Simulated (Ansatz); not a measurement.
# Si2Ni (Fm-3m) in Ansatz: notebook

Aim: see how the results for Si2Ni move with the level of theory and the settings. Levels: PBEsol, RPBE. Tasks: relaxation of cell and atoms.

Everything below comes from runs of Ansatz 0.2.0. Logs are shortened: lines on timing, memory, paths and dates and some standing lists are left out, and cuts for length are marked.

## Step 1: Starting point

Symmetry: Fm-3m, No. 225, cubic system. The conventional cell has a = 5.406 Å, b = 5.406 Å, c = 5.406 Å, α = 90.00°, β = 90.00°, γ = 90.00°. Ni (site symmetry m-3m) is surrounded by 8 Si at 2.34 Å. Si (site symmetry -43m) has 4 Ni at 2.34 Å as nearest neighbours.

## Step 2: Relaxation of cell and atoms, PBEsol, collinear spin, ferromagnetic start

Input file input.yaml:

```yaml
crystal:
  lattice:
    - [0.0, 2.703, 2.703]
    - [2.703, 0.0, 2.703]
    - [2.703, 2.703, 0.0]
  atoms:
    - { symbol: Ni, position: [0.0, 0.0, 0.0], spin: 1.0 }
    - { symbol: Si, position: [0.75, 0.75, 0.75] }
    - { symbol: Si, position: [0.25, 0.25, 0.25] }
hamiltonian:
  xc: pbesol
  pseudopotentials: { kind: paw }
magnetization:
  spin_polarized: true
kpoints:
  mp_grid: { grid: [9, 9, 9] }
scf:
  occupations: { method: fermi_dirac, width: 0.05 }
output:
  forces: true
  stress: true
relax:
  f_tol: 0.01
  max_steps: 40
  cell: { stress_tol: 0.05 }
```

Potentials or basis: Ansatz PAW.

The run is started by

```bash
> ansatz run input.yaml --threads 2 --pin off --max-ram 5632MiB --backend cpu --events-out ev --progress --plain --runs-dir out
```

What it wrote:

```text
Warning: RAYON_NUM_THREADS=2 ignored (pool sized by the plan → 2); use --threads N
Engine: ansatz 0.2.0, aarch64-unknown-linux-gnu
Pseudopotentials: kind: paw
Pseudopotential: Ni, paw, valence charge 18, recommended cutoff 420 eV (normal), Ni.paw.azcp
Pseudopotential: Si, paw, valence charge 4, recommended cutoff 420 eV (normal), Si.paw.azcp
Functional definition: PBEsol
  exchange = pbesol_x
  correlation = pbesol_c
Crystal: 3 atoms, lattice volume = 39.497 Å³
Basis set: ecut = 420 eV, 749 PW (Γ), exchange–correlation on 54×54×54 points (8 copies of the dense FFT grid, shifted against one another)
Bands: 18, of which v1, the nominal top of the filled ones, is band 13 counted from 1 (12 counted from 0)
Symmetry: 48 space group operations
Space group: Fm-3m (ITA 225), of the structure as read, at distance tolerance 3.4e-5 Å
Magnetic group: BNS 225.116 (UNI 1618), of the structure as read, at distance tolerance 3.4e-5 Å
k-points: 35 of 729
Non-local potential: Ni, projectors of the file, l = 0: 3, l = 1: 2, l = 2: 3, l = 3: 1
Non-local potential: Si, projectors of the file, l = 0: 2, l = 1: 2, l = 2: 2
PAW form: soft (Blöchl's): semilocal exchange-correlation on the pseudo side does not see the compensation charge
PAW frozen core: Ni, regenerated for the run's functional, and the local potential with it (the file was generated under x = pbe(κ = 0.804, μ = 0.2195149727645171), c = pbe(β = 0.06672455060314922))
PAW frozen core: Si, regenerated for the run's functional, and the local potential with it (the file was generated under x = pbe(κ = 0.804, μ = 0.2195149727645171), c = pbe(β = 0.06672455060314922))
PAW one-centre angular grid: Ni, 590 points (default); XC on 64 Gauss nodes
PAW one-centre angular grid: Si, 110 points (default); XC on 64 Gauss nodes
Initial density: superposition of atomic densities (chi_scale 0.1, normalization cell)
Starting moments: Σ|m| = 1 μB on 1 of 3 sites
Initial wavefunctions: pseudopotential atomic-orbital guess
Functional: x = pbesol(κ = 0.804, μ = 0.12345679012345678), c = pbesol(β = 0.046)
SCF iter   1: F=—  HF=-7048.037323 eV  |F-HF|=—  |Δ(HF+E_count)|=         —  Δρ=7.40e-2 (↑7.40e-2 ↓3.04e-2)  dr2=1.65e0  dr2_m=5.22e-1  M=0.193 μB ∫|m|=0.640 μB  β_m=0.30  ethr=3.10e-3  ⟨swp⟩=5.8  Hψ=6204  notcnv=0
Mixer restart at iter 1: flushing history
preconditioner: auto → Kerker (q_TF=auto, 2.545 Å⁻¹)  [metal: Δε(μ)=0.024 eV  Ē_g=8.791 eV  σ=0.050 eV  W_gap=0.12  n_scr=14 (ndim 8)  ℏωp=25.1 eV  f_vac=0.000  D(μ)=0.87/eV (n_scr^D=0)]
spin=Collinear: Kerker preconditioning applied to the charge; magnetization (m = ρ↑ − ρ↓) channel mixes plain (no charge-response kernel on spin).
SCF iter   2: F=—  HF=-7047.625172 eV  |F-HF|=—  |Δ(HF+E_count)|=   4.12e-1  Δρ=5.22e-2 (↑2.38e-2 ↓5.22e-2)  dr2=1.18e0  dr2_m=3.80e-1  M=0.226 μB ∫|m|=0.470 μB  β_m=0.37  ethr=3.10e-3  ⟨swp⟩=2.0  Hψ=2596  notcnv=0  defer=18
SCF iter   3: F=—  HF=-7048.498569 eV  |F-HF|=—  |Δ(HF+E_count)|=   8.73e-1  Δρ=3.71e-2 (↑2.42e-2 ↓3.71e-2)  dr2=6.45e-1  dr2_m=2.60e-1  M=0.204 μB ∫|m|=0.377 μB  β_m=0.30  ethr=3.10e-3  ⟨swp⟩=2.1  Hψ=1886  notcnv=0  defer=6
SCF iter   4: F=—  HF=-7049.179412 eV  |F-HF|=—  |Δ(HF+E_count)|=   6.81e-1  Δρ=2.17e-2 (↑1.64e-2 ↓2.17e-2)  dr2=2.32e-1  dr2_m=1.05e-1  M=0.149 μB ∫|m|=0.230 μB  β_m=0.58  ethr=2.48e-3  ⟨swp⟩=2.3  Hψ=2288  notcnv=0  defer=15
SCF iter   5: F=—  HF=-7049.240636 eV  |F-HF|=—  |Δ(HF+E_count)|=         —  Δρ=1.26e-2 (↑1.26e-2 ↓9.18e-3)  dr2=1.16e-1  dr2_m=1.73e-3  M=0.010 μB ∫|m|=0.024 μB  β_m=0.58  ethr=8.93e-4  ⟨swp⟩=3.3  Hψ=2549  notcnv=0  defer=16
Mixer restart at iter 5: flushing history
SCF iter   6: F=—  HF=-7049.327801 eV  |F-HF|=—  |Δ(HF+E_count)|=   8.72e-2  Δρ=7.13e-3 (↑4.86e-3 ↓7.13e-3)  dr2=2.69e-2  dr2_m=5.55e-4  M=0.006 μB ∫|m|=0.014 μB  β_m=0.50  ethr=4.45e-4  ⟨swp⟩=2.6  Hψ=2867  notcnv=0  defer=14
SCF iter   7: F=—  HF=-7049.308543 eV  |F-HF|=—  |Δ(HF+E_count)|=   1.93e-2  Δρ=6.89e-3 (↑6.89e-3 ↓5.30e-3)  dr2=4.44e-2  dr2_m=3.43e-4  M=0.004 μB ∫|m|=0.011 μB  β_m=0.56  ethr=1.03e-4  ⟨swp⟩=2.1  Hψ=2459  notcnv=0  defer=14
SCF iter   8: F=—  HF=-7049.317355 eV  |F-HF|=—  |Δ(HF+E_count)|=   8.81e-3  Δρ=1.49e-3 (↑1.49e-3 ↓1.01e-3)  dr2=2.35e-3  dr2_m=4.08e-5  M=0.001 μB ∫|m|=0.004 μB  β_m=0.59  ethr=1.03e-4  ⟨swp⟩=2.0  Hψ=2012  notcnv=0  defer=14
SCF iter   9: F=—  HF=-7049.317542 eV  |F-HF|=—  |Δ(HF+E_count)|=   1.88e-4  Δρ=5.24e-4 (↑5.24e-4 ↓3.30e-4)  dr2=3.00e-4  dr2_m=1.25e-5  M=0.001 μB ∫|m|=0.002 μB  β_m=0.80  ethr=9.04e-6  ⟨swp⟩=1.1  Hψ=1756  notcnv=0  defer=14
SCF iter  10: F=—  HF=-7049.317606 eV  |F-HF|=—  |Δ(HF+E_count)|=   6.42e-5  Δρ=8.12e-5 (↑4.75e-5 ↓8.12e-5)  dr2=5.86e-6  dr2_m=1.75e-7  M=0.000 μB ∫|m|=0.000 μB  β_m=0.90  ethr=1.15e-6  ⟨swp⟩=2.0  Hψ=1817  notcnv=0  defer=14
SCF iter  11: F=—  HF=-7049.317611 eV  |F-HF|=—  |Δ(HF+E_count)|=   4.41e-6  Δρ=3.51e-5 (↑2.97e-5 ↓3.51e-5)  dr2=1.54e-6  dr2_m=3.65e-9  M=0.000 μB ∫|m|=0.000 μB  β_m=0.95  ethr=2.25e-8  ⟨swp⟩=2.3  Hψ=1730  notcnv=0  defer=14
SCF iter  12: F=—  HF=-7049.317611 eV  |F-HF|=—  |Δ(HF+E_count)|=   1.13e-7  Δρ=3.14e-6 (↑3.14e-6 ↓1.85e-6)  dr2=8.05e-9  dr2_m=3.02e-10  M=0.000 μB ∫|m|=0.000 μB  β_m=0.97  ethr=5.92e-9  ⟨swp⟩=2.2  Hψ=1781  notcnv=0  defer=14
SCF iter  13: F=—  HF=-7049.317611 eV  |F-HF|=—  |Δ(HF+E_count)|=   3.68e-9  Δρ=4.68e-6 (↑4.53e-6 ↓4.68e-6)  dr2=2.56e-8  dr2_m=6.16e-12  M=0.000 μB ∫|m|=0.000 μB  β_m=0.97  ethr=3.10e-11  ⟨swp⟩=2.1  Hψ=1996  notcnv=0  defer=14
[... 34 lines left out ...]
Initial wavefunctions: pseudopotential atomic-orbital guess (no wavefunctions were taken with the density)
iter 1 solved again at ethr=6.41e-8 eV; its pass at ethr=3.10e-3 eV (dr2=1.67e-5 eV) is discarded
SCF iter   1: F=—  HF=-7049.318273 eV  |F-HF|=—  |Δ(HF+E_count)|=         —  Δρ=8.14e-6 (↑8.14e-6 ↓8.05e-6)  dr2=5.66e-8  dr2_m=8.45e-13  M=0.000 μB ∫|m|=0.000 μB  β_m=0.65  ethr=6.41e-8  ⟨swp⟩=3.1  Hψ=10090  notcnv=0
preconditioner: auto → none  [metal: Δε(μ)=0.074 eV  Ē_g=8.958 eV  σ=0.050 eV  W_gap=0.35  n_scr=8 (ndim 8)  ℏωp=25.1 eV  f_vac=0.000  D(μ)=0.95/eV (n_scr^D=8)]
SCF iter   2: F=—  HF=-7049.318273 eV  |F-HF|=—  |Δ(HF+E_count)|=   3.13e-8  Δρ=1.33e-5 (↑1.33e-5 ↓1.33e-5)  dr2=1.81e-7  dr2_m=9.97e-15  M=0.000 μB ∫|m|=0.000 μB  β_m=0.30  ethr=2.18e-10  ⟨swp⟩=2.1  Hψ=2190  notcnv=0
SCF iter   3: F=—  HF=-7049.318273 eV  |F-HF|=—  |Δ(HF+E_count)|=   4.43e-8  Δρ=1.53e-6 (↑1.53e-6 ↓1.52e-6)  dr2=8.42e-10  dr2_m=4.40e-14  M=-0.000 μB ∫|m|=0.000 μB  β_m=0.51  ethr=2.18e-10  ⟨swp⟩=2.0  Hψ=2097  notcnv=0
SCF iter   4: F=—  HF=-7049.318273 eV  |F-HF|=—  |Δ(HF+E_count)|=  5.98e-10  Δρ=2.35e-7 (↑2.35e-7 ↓2.24e-7)  dr2=3.25e-11  dr2_m=2.37e-14  M=-0.000 μB ∫|m|=0.000 μB  β_m=0.49  ethr=3.24e-12  ⟨swp⟩=2.1  Hψ=2137  notcnv=0
SCF iter   5: F=—  HF=-7049.318273 eV  |F-HF|=—  |Δ(HF+E_count)|=  3.73e-11  Δρ=7.48e-8 (↑6.85e-8 ↓7.48e-8)  dr2=1.34e-11  dr2_m=9.14e-15  M=-0.000 μB ∫|m|=0.000 μB  β_m=0.74  ethr=1.00e-12  ⟨swp⟩=1.0  Hψ=1260  notcnv=0
SCF iter   6: F=—  HF=-7049.318273 eV  |F-HF|=—  |Δ(HF+E_count)|=  6.09e-11  Δρ=9.62e-8 (↑9.36e-8 ↓9.62e-8)  dr2=1.35e-11  dr2_m=6.63e-16  M=-0.000 μB ∫|m|=0.000 μB  β_m=0.87  ethr=1.00e-12  ⟨swp⟩=1.0  Hψ=1260  notcnv=0
SCF iter   7: F=-7049.318273 eV  HF=-7049.318273 eV  |F-HF|=2.18e-11  |Δ(HF+E_count)|=  3.00e-11  Δρ=1.39e-7 (↑1.39e-7 ↓1.39e-7)  dr2=2.26e-11  dr2_m=2.04e-17  M=0.000 μB ∫|m|=0.000 μB  ethr=1.00e-12  ⟨swp⟩=4.2  Hψ=5261  notcnv=0
the starting moments were not kept: the SCF closed with an absolute magnetisation of 2.5e-9 μB, where they sum to 1 μB in size (1 site). That is at most 0.1 of that sum. Measured as dr2_m measures the in/out step, that magnetisation stands 7.1e-18 eV from none, at or under the dr2_threshold of 3.0e-11 eV: it is no larger than a step whose dr2_m would equal this threshold.
SCF 4 converged in 7 iterations: F = -7049.318273 eV  dr2 = 2.26e-11
relax step   4: F+E_penalty+E_count = -7049.31827298 eV  Δ(F+E_penalty+E_count) = +5.837e-5 eV  max|allowed force component| = 1.357e-16 eV/Å  Δτ_max = 0.0000 Å  P = -0.001 GPa  Ω = 39.267 Å³  stress off target by 9.93e-4 GPa  SCF on the basis re-selected at this cell (its energy is not comparable with the rows above)  (7 SCF iters)
basis re-selected at this cell: Δ(F+E_penalty+E_count) = +5.837e-5 eV, ΔP = -0.003 GPa vs the last step (what re-selecting the basis moved, of the pressure what is left beyond the Pulay correction that the steps carried, after the strain that the cell walked since its last selection, with what the two solves' SCF thresholds leave and, on support functions, any second-order correction that the steps lacked; it is no measure of the basis error at this ecutwfc). This SCF's stress stands 9.93e-4 GPa from its target on what of the cell is left free (relax.cell.stress_tol is 5.00e-2 GPa) and its largest allowed force component is 1.36e-16 eV/Å (relax.f_tol is 1.00e-2 eV/Å): within both
SCF converged after 7 iterations
Magnetization: 0.0000 μB (13.0000 up, 13.0000 down)
Absolute magnetization: 0.0000 μB (∫|ρ↑−ρ↓|, with the PAW one-centre terms)
Spin contamination: 0.0000 ħ² per cell (⟨S²⟩ above its minimum at these occupations)
Per-site moments (μB) at R_I (Å): [(1.2239671420477583e-9, 0.963727443903731), (2.113709250216541e-10, 0.9637274439037312), (2.113708956128018e-10, 0.963727443903731)]
Free energy (F): -7049.318273 eV
Harris-Foulkes:  -7049.318273 eV  (|F-HF|=2.18e-11)
Internal energy: -7049.310221 eV  (E = F + TS)
E sigma→0 (E₀):  -7049.314247 eV
Entropy (-TS):   -0.008052 eV (-2.684 meV/atom)
Fermi energy:    13.315294 eV
--- Per-component energies (eV) ---
  E_band       = -343.377251
  E_kinetic    = 371.411056
  E_local      = -4898.769711  (includes V_loc(G=0)·N_el)
  E_nonlocal   = 680.905252
  E_hartree    = 2117.084561
  E_xc         = -198.481434
  E_vxc        = -209.200375  (∫ρ·V_xc dr)
  E_paw        = -2588.940585  (= ΣΔE_a)
  E_vpaw       = -521.893486  (= ΣTr[D̂ρ^β])
  E_aug_tail   = 0.000455  (compensation charges beyond the density's cutoff)
  E_ewald      = -2532.780225
  E_core_change = 0.260410  (= ΣΔE_core)
  E_smearing   = -0.008052  (= −TS)
  E_closure    = 0.000000  (closes the sum)
  Σ components = -7049.318273   (vs F -7049.318273, Δ=0.00e0)
--- Forces (eV/Å), atoms counted from 1 ---
  atom   1  Ni    -0.00000000     0.00000000    -0.00000000
  atom   2  Si     0.00000000    -0.00000000    -0.00000000
  atom   3  Si    -0.00000000     0.00000000     0.00000000
  max |Σ_I F_I| component: 6.48e-17 eV/Å
--- Stress (GPa, compression-positive) ---
       -0.000993      -0.000000      -0.000000
       -0.000000      -0.000993      -0.000000
       -0.000000      -0.000000      -0.000993
  P = ⅓ Tr σ = -0.0010 GPa (-0.010 kbar)
--- Relaxed structure (3 steps of the walk, 3 accepted, 1 SCFs on fresh bases) ---
  F+E_penalty+E_count = -7049.31827298 eV   max|allowed force component| = 1.357e-16 eV/Å   (the final SCF, on the basis selected at the relaxed cell)
  cell:  # Å, volume = 39.2671 Å³
    - [2.8024546180925743e-34, 2.697737208064238, 2.697737208064238]
    - [2.697737208064238, -4.776911280839616e-35, 2.697737208064238]
    - [2.697737208064238, 2.697737208064238, -9.553822561679236e-36]
  atoms:
    - { symbol: Ni, position: [-1.1751561068770519e-35, 1.6452185496278725e-35, 4.193451791908636e-35] }
    - { symbol: Si, position: [0.75, 0.75, 0.75] }
    - { symbol: Si, position: [0.24999999999999997, 0.24999999999999997, 0.24999999999999997] }
```

Wall time 7.5 s (2 threads of Arm Neoverse V1, shared host); peak memory 0.34 GiB.

Results:

```
Free energy                            : -7049.3183 eV
Relaxed volume                         : 13.09 Å³/atom
Relaxed cell                           : a = 3.815 Å, b = 3.815 Å, c = 3.815 Å, α = 60.00°, β = 60.00°, γ = 60.00°
Space group after relaxing (to 0.05 Å) : Fm-3m (No. 225)
Energy gained by relaxing              : 0.2 meV/atom
Ionic steps                            : 4
Pressure after relaxing                : 0.0 GPa
Net moment                             : 0.00 μB per cell
Absolute moment                        : 0.00 μB per cell
```

The path:
| step | energy change (eV) | largest force (eV/Å) | volume (Å³) |
| --- | --- | --- | --- |
| 1 | 0.0000 | 0.0000 | 39.50 |
| 2 | -0.0005 | 0.0000 | 39.37 |
| 3 | -0.0007 | 0.0000 | 39.27 |
| 4 | -0.0007 | 0.0000 | 39.27 |

Final structure:
```
CELL_PARAMETERS angstrom
0.00000 2.69774 2.69774
2.69774 0.00000 2.69774
2.69774 2.69774 0.00000
ATOMIC_POSITIONS crystal
Ni 0.00000 0.00000 0.00000
Si 0.75000 0.75000 0.75000
Si 0.25000 0.25000 0.25000
```

Caveat: the plane-wave basis is chosen anew once the cell has moved, so the energies of steps on either side of that aren't comparable; the PAW data sets come from PBE, with cores solved anew for the run's functional, which leaves a small shift of forces and pressure; the starting moments weren't kept.

(Part 1 of 2 ends here.)
